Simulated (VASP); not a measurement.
Wanted: the native input for a VASP 6.6.1 run.

* Task: single point
* Functional: PBE
* Potentials or basis: VASP PAW PBE potentials, release 64 (Sb, H)
* Cutoff: 520 eV
* k mesh: 10 × 10 × 1
* Occupations: gaussian, width 0.05 eV
* Spin: no spin polarisation
* Dipole correction: yes
* Further INCAR settings: ALGO = Fast; EDIFF = 1e-06; NBANDS = 30

The structure of Sb8H lies in POSCAR:

```
Sb8H
1.0
    4.3084000000      0.0000000000      0.0000000000
   -2.1542000000      3.7311838497      0.0000000000
    0.0000000000      0.0000000000     28.7832128000
Sb H
8 1
Direct
    0.6666666667      0.3333333333      0.2779397858
    0.0000000000      0.0000000000      0.3303735711
    0.3333333333      0.6666666667      0.4137425639
    0.6666666667      0.3333333333      0.4675006618
    0.0000000000      0.0000000000      0.5499884214
    0.3333333333      0.6666666667      0.6040593666
    0.6666666667      0.3333333333      0.6987870000
    0.0000000000      0.0000000000      0.7515195430
    0.6666666667      0.3333333333      0.7640404346
```

The cell was built by a generator and needn't be a form met in nature.

These files were run (other wordings do the same):

INCAR

```
SYSTEM = Sb8H
PREC     = Accurate       ! precision mode
ENCUT    = 520            ! plane-wave cutoff, eV
EDIFF    = 1E-6           ! SCF threshold, eV
ISMEAR   = 0              ! smearing method
SIGMA    = 0.05           ! smearing width, eV
LREAL    = .False.        ! projectors in reciprocal space
LASPH    = .True.         ! aspherical terms in the spheres
NELM     = 80             ! most SCF steps
ALGO     = Fast           ! electronic algorithm
ISIF     = 2              ! what is computed and relaxed
LWAVE    = .False.        ! write WAVECAR
LCHARG   = .True.         ! write CHGCAR
LDIPOL   = .True.       
IDIPOL   = 3            
DIPOL    = 0.5 0.5 0.540
GGA      = PE             ! functional
LELF     = .True.         ! ELF
LVHAR    = .True.       
LVACPOTAV= .True.       
NBANDS   = 30             ! bands
```

KPOINTS

```
Automatic mesh
0
Gamma
  10 10 1
  0 0 0
```

Potentials or basis: VASP PAW PBE potentials, release 64 (Sb, H).

The run is started by

```sh
$ cat potpaw_PBE.64/Sb/POTCAR potpaw_PBE.64/H/POTCAR > POTCAR
$ mpirun -np 1 vasp_std > vasp.out
```

Results of the run:

| Property | Result |
| --- | --- |
| Largest force | 0.324 eV/Å |
| Band gap on the k mesh | none (metal or under the smearing width) |
| Work function of the upper face | 4.13 eV |
| Work function of the lower face | 4.16 eV |

It took 3.5 min on 1 thread of Intel(R) Xeon(R) 6975P-C (Granite Rapids), on a shared host, peak memory 0.55 GiB.
